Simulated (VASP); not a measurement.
A run of VASP 6.6.1 is set up as follows.

The input INCAR:

```
PREC = Accurate
ENCUT = 450
EDIFF = 1E-5
ISMEAR = 0
SIGMA = 0.03
LREAL = Auto
LASPH = T
NELM = 120
ALGO = Normal
ISIF = 2
LWAVE = F
LCHARG = F
ISPIN = 2
MAGMOM = 0.5 0.5 0.5 0 0.5 0 0 0 0 0 0 0 0 0 0 0 0 0 0 0 0 0 0
LORBIT = 11
NUPDOWN = 2
NELECT = 92.0
ISYM = 0
KPAR = 4
```

Contents of KPOINTS:

```
Automatic mesh
0
Gamma
  3 4 4
```

File POSCAR:

```
B12N11                                  
1.0
    0.0000000000      5.4225000000      5.4225000000
    3.6150000000      0.0000000000      3.6150000000
    3.6150000000      3.6150000000      0.0000000000
  B               N             
    12    11
Direct
     0.0011296110834554    0.0021643106730427    0.0026174357682369
     0.9957010413719681    0.0061610616780646    0.4982210757495617
     0.9960208789962517    0.4992469435231180    0.0054594182385940
     0.0003208609593543    0.5005232578811731    0.5002966394570185
     0.3387699634709734    0.9952637512979219    0.9940303314179073
     0.3300744423734143    0.0032915697512867    0.4996538755188520
     0.3300943288441615    0.5003846056458813    0.0027033183126471
     0.3304584476592152    0.5010795448440201    0.5003196946485066
     0.6631053002351327    0.0027724513395237    0.0017824891141234
     0.6667264779283327    0.0022027275974605    0.4979735623226961
     0.6666909494872979    0.4988426559957656    0.0014371728437474
     0.6648093294785575    0.5012583977330077    0.5003475027181579
     0.0824117544240813    0.1278056101071922    0.6248645976795300
     0.0824812805056113    0.6252862280172419    0.1274654307328081
     0.0815037169027632    0.6262414359944763    0.6257442488771092
     0.4141545975211736    0.1265352574729051    0.1257182484559849
     0.4178728898357919    0.1255596147583595    0.6209485048517216
     0.4178939775436342    0.6218814790618660    0.1247241114635518
     0.4140910583308696    0.6265852043844440    0.6258835755544468
     0.7513843876169374    0.1250739827638059    0.1243685882071284
     0.7462546063419894    0.1275286941941607    0.6277758998735585
     0.7462725356949095    0.6287226262536670    0.1265544229429259
     0.7490445633941401    0.6259195890316166    0.6251908552512158
```

Potentials or basis: VASP PAW LDA potentials, release 64 (B, N).

Launch:

```sh
$ cat potpaw_LDA.64/B/POTCAR potpaw_LDA.64/N/POTCAR > POTCAR
$ mpirun -np 4 vasp_std > vasp.out
```

Problem. Predict the largest force.

Solution. 0.263 eV/Å.

Forces in eV/Å, atoms in the order of the input:
```
B   -0.153 -0.142 -0.123
B    0.149  0.167 -0.135
B    0.157 -0.137  0.160
B   -0.018  0.004  0.010
B   -0.121  0.118  0.112
B    0.003 -0.018 -0.004
B   -0.007 -0.004 -0.011
B    0.002 -0.002  0.002
B   -0.013  0.008 -0.007
B    0.007 -0.005 -0.006
B    0.002  0.000  0.001
B   -0.006  0.003  0.004
N    0.000  0.006  0.010
N   -0.001 -0.005  0.001
N   -0.041 -0.010 -0.003
N   -0.016 -0.001 -0.004
N    0.025  0.011 -0.023
N    0.034 -0.027  0.001
N   -0.004 -0.002  0.001
N    0.034  0.009  0.012
N   -0.015 -0.014  0.009
N   -0.014  0.035 -0.014
N   -0.005  0.008  0.008
```

Caveat: the k mesh is coarse (spacing up to 0.38 Å⁻¹), so the values aren't converged; the total moment is fixed, so each spin has its own Fermi level.
